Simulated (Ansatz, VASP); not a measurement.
Given: the input of a run of Ansatz 0.2.0 on AlN.

The input input.yaml:

```yaml
crystal:
  lattice:
    - [0.0, 2.034518, 2.034518]
    - [2.07520836, 0.0, 2.034518]
    - [2.07520836, 2.034518, 0.0]
  atoms:
    - { symbol: Al, position: [0.5, 0.5, 0.5] }
    - { symbol: "N", position: [0.0, 0.0, 0.0] }
hamiltonian:
  xc: pbe
  pseudopotentials: { kind: paw }
kpoints:
  mp_grid: { grid: [11, 11, 11] }
scf:
  occupations: { method: fermi_dirac, width: 0.05 }
output:
  forces: true
  stress: true
  eigenvalues: true
```

Potentials or basis: Ansatz PAW.

Command:

```bash
$ ansatz run input.yaml --threads 2 --pin off --max-ram 5632MiB --backend cpu --events-out ev --progress --plain --runs-dir out
```

Set up the same calculation for VASP 6.6.1. Potentials there: VASP PAW PBE potentials, release 64 (Al, N).

As run (the cutoff follows the program's own potentials):

INCAR

```
SYSTEM = AlN
PREC     = Accurate       ! precision mode
ENCUT    = 520            ! plane-wave cutoff, eV
EDIFF    = 1E-6           ! SCF threshold, eV
ISMEAR   = -1             ! smearing method
SIGMA    = 0.05           ! smearing width, eV
LREAL    = .False.        ! projectors in reciprocal space
LASPH    = .True.         ! aspherical terms in the spheres
NELM     = 80             ! most SCF steps
ALGO     = Normal         ! electronic algorithm
ISIF     = 2              ! what is computed and relaxed
LWAVE    = .False.        ! write WAVECAR
LCHARG   = .False.        ! write CHGCAR
GGA      = PE             ! functional
NBANDS   = 11             ! bands
```

The input KPOINTS:

```
regular mesh
0
Gamma
  11 11 11
  0 0 0
```

The input POSCAR:

```
AlN
1.0
    0.0000000000      2.0345180000      2.0345180000
    2.0752083600      0.0000000000      2.0345180000
    2.0752083600      2.0345180000      0.0000000000
Al N
1 1
Direct
    0.5000000000      0.5000000000      0.5000000000
    0.0000000000      0.0000000000      0.0000000000
```

Potentials or basis: VASP PAW PBE potentials, release 64 (Al, N).

Launch:

```bash
$ cat potpaw_PBE.64/Al/POTCAR potpaw_PBE.64/N/POTCAR > POTCAR
$ mpirun -np 1 vasp_std > vasp.out
```

Both were run:

|  | VASP | Ansatz | Ansatz less VASP |
| --- | --- | --- | --- |
| gap on the k mesh at the Fermi level (eV) | 4.22 | 4.25 | +0.022 |
| least direct gap on the mesh (eV) | 5.03 | 5.02 | -0.009 |
| pressure (GPa) | -4.6 | -4.4 | +0.26 |
| largest component of the traceless stress (GPa) | 2.86 | 2.88 | +0.019 |

Caveats: an odd mesh through Γ misses points on the zone boundary, where band edges often lie (VASP); odd divisions of the mesh miss points on the zone boundary, where band edges often lie, so the gap on the mesh can be too wide (Ansatz); the pressure holds a Pulay correction of +0.5 GPa for the finite cutoff (Ansatz).
